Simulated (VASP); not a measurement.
# VSi23 (a cell with a defect): relaxation of the atoms with PBEsol+U

VSi23 (a cell with a defect):

```xyz
24
Lattice="0.0000 8.1555 8.1555 5.4370 0.0000 5.4370 5.4370 5.4370 0.0000" Properties=species:S:1:pos:R:3 pbc="T T T"
V     0.0000    0.0000    0.0000
Si    2.7185    2.7185    0.0000
Si    2.7185    0.0000    2.7185
Si    5.4370    2.7185    2.7185
Si    0.0000    2.7185    2.7185
Si    2.7185    5.4370    2.7185
Si    2.7185    2.7185    5.4370
Si    5.4370    5.4370    5.4370
Si    0.0000    5.4370    5.4370
Si    2.7185    8.1555    5.4370
Si    2.7185    5.4370    8.1555
Si    5.4370    8.1555    8.1555
Si    1.3593    1.3592    1.3592
Si    4.0777    4.0777    1.3592
Si    4.0777    1.3592    4.0777
Si    6.7963    4.0777    4.0777
Si    1.3593    4.0777    4.0777
Si    4.0777    6.7962    4.0777
Si    4.0777    4.0777    6.7962
Si    6.7963    6.7962    6.7962
Si    1.3593    6.7963    6.7963
Si    4.0777    9.5148    6.7963
Si    4.0777    6.7963    9.5148
Si    6.7963    9.5148    9.5148
```

| Property | Result |
| --- | --- |
| Program | VASP 6.6.1 |
| Task | relaxation of the atoms |
| Functional | PBEsol |
| Potentials or basis | VASP PAW PBE potentials, release 64 (V_sv, Si) |
| Cutoff | 350 eV |
| k mesh | 2 × 3 × 3 |
| Occupations | gaussian, width 0.03 eV |
| Spin | collinear spin, ferromagnetic start |
| Starting moments | [2.0, 0.0, 0.0, 0.0, 0.0, 0.0, 0.0, 0.0, 0.0, 0.0, 0.0, 0.0, 0.0, 0.0, 0.0, 0.0, 0.0, 0.0, 0.0, 0.0, 0.0, 0.0, 0.0, 0.0] μB |
| Hubbard terms | V d U = 3 eV |
| Dq | -1 |
| Further INCAR settings | LREAL = Auto; ALGO = Normal; EDIFF = 1e-05; IBRION = 2; EDIFFG = -0.03; NSW = 40; NELECT = 106.0 |

```json
{"Energy gained by relaxing": "4.5 meV/atom", "Ionic steps": "17", "Largest force after relaxing": "0.021 eV/Å", "Band gap on the k mesh": "0.39 eV, indirect (least direct gap 0.52 eV)", "Net moment": "0.00 μB per cell", "Valence electrons inside the program's atomic spheres": "V 11.55; Si 1.70, 1.71, 1.75, 1.69"}
```

Forces on the atoms (eV/Å):
```
V   -0.008 -0.002 -0.002
Si   0.000  0.007 -0.009
Si   0.000 -0.009  0.007
Si   0.003 -0.003 -0.003
Si   0.005 -0.001 -0.001
Si   0.005 -0.006  0.005
Si   0.005  0.005 -0.006
Si  -0.018  0.008  0.008
Si  -0.004 -0.001 -0.001
Si   0.003  0.001 -0.009
Si   0.003 -0.009  0.001
Si   0.011  0.007  0.007
Si  -0.005 -0.006 -0.006
Si  -0.007  0.006  0.001
Si  -0.007  0.001  0.006
Si  -0.006  0.008  0.008
Si   0.006 -0.003 -0.003
Si  -0.007  0.002  0.002
Si  -0.007  0.002  0.002
Si   0.009  0.001  0.001
Si  -0.008  0.005  0.005
Si   0.008 -0.011 -0.006
Si   0.008 -0.006 -0.011
Si   0.014  0.004  0.004
```

The path:
| step | energy change (eV) | largest force (eV/Å) | pressure (GPa) |
| --- | --- | --- | --- |
| 1 | 0.0000 | 0.8556 | 4.31 |
| 2 | -0.0720 | 0.2631 | 4.29 |
| 3 | -0.0789 | 0.1638 | 4.31 |
| 4 | -0.0873 | 0.0900 | 4.31 |
| 5 | -0.0903 | 0.1297 | 4.30 |
| 6 | -0.0959 | 0.1050 | 4.29 |
| 7 | -0.0983 | 0.1431 | 4.29 |
| 8 | -0.1025 | 0.0906 | 4.29 |
| 9 | -0.1034 | 0.0670 | 4.28 |
| 10 | -0.1044 | 0.0405 | 4.27 |
| 11 | -0.1045 | 0.0443 | 4.27 |
| 12 | -0.1053 | 0.0338 | 4.28 |
| 13 | -0.1057 | 0.0443 | 4.26 |
| 14 | -0.1063 | 0.0388 | 4.25 |
| 15 | -0.1069 | 0.0540 | 4.26 |
| 16 | -0.1074 | 0.0404 | 4.29 |
| 17 | -0.1077 | 0.0212 | 4.24 |

Final structure:
```
V Si
1.0
     0.00000    8.15550    8.15550
     5.43700    0.00000    5.43700
     5.43700    5.43700    0.00000
V Si
1 23
Direct
  0.99229 0.99988 0.99988
  0.00307 0.00120 0.49668
  0.00307 0.49668 0.00120
  0.00253 0.49831 0.49831
  0.32760 0.00422 0.00422
  0.33705 0.00002 0.49461
  0.33705 0.49461 0.00002
  0.33294 0.50007 0.50007
  0.66854 0.99934 0.99934
  0.66326 0.00059 0.50630
  0.66326 0.50630 0.00059
  0.66814 0.49900 0.49900
  0.08087 0.12489 0.12489
  0.08841 0.12548 0.61728
  0.08841 0.61728 0.12548
  0.08284 0.62576 0.62576
  0.42192 0.11997 0.11997
  0.41405 0.12416 0.63074
  0.41405 0.63074 0.12416
  0.41775 0.62432 0.62432
  0.73491 0.13495 0.13495
  0.75324 0.12333 0.62458
  0.75324 0.62458 0.12333
  0.75155 0.62433 0.62433
```

Levels at points of the mesh, in eV from the valence-band top:
Spin up:
| k point | band 49 | band 50 | band 51 | band 52 | band 53 | band 54 | band 55 | band 56 | band 57 | band 58 |
| --- | --- | --- | --- | --- | --- | --- | --- | --- | --- | --- |
| (0.00, 0.00, 0.00) | -0.63 | -0.43 | -0.22 | -0.20 | -0.16 | 0.48 | 0.70 | 0.81 | 0.85 | 1.05 |
| (0.50, 0.00, 0.00) | -0.80 | -0.61 | -0.61 | -0.34 | -0.32 | 0.56 | 0.64 | 0.76 | 0.84 | 0.98 |
Spin down:
| k point | band 51 | band 52 | band 53 | band 54 | band 55 | band 56 |
| --- | --- | --- | --- | --- | --- | --- |
| (0.00, 0.00, 0.00) | -0.25 | -0.21 | -0.15 | 0.68 | 0.81 | 0.83 |
| (0.50, 0.00, 0.00) | -0.59 | -0.36 | -0.13 | 0.39 | 0.56 | 0.80 |

Eigenvalues of the final occupation matrices:
| site | spin | trace | eigenvalues |
| --- | --- | --- | --- |
| site 1 d | 1 | 1.55 | 0.02 0.24 0.28 0.28 0.73 |
| site 1 d | 2 | 1.55 | 0.02 0.24 0.28 0.28 0.72 |

Wall time 71 min on 1 thread of Intel(R) Xeon(R) Platinum 8488C (Sapphire Rapids), with other jobs on the host, peak memory 0.62 GiB.

Caveat: the cell is charged against a uniform background, so pressure and absolute levels hang on convention; the PAW data sets were made with another functional, which shifts forces and pressure a little; the U is typed as a test and isn't derived for this compound. The state reached can hang on the start; a lower one may exist.
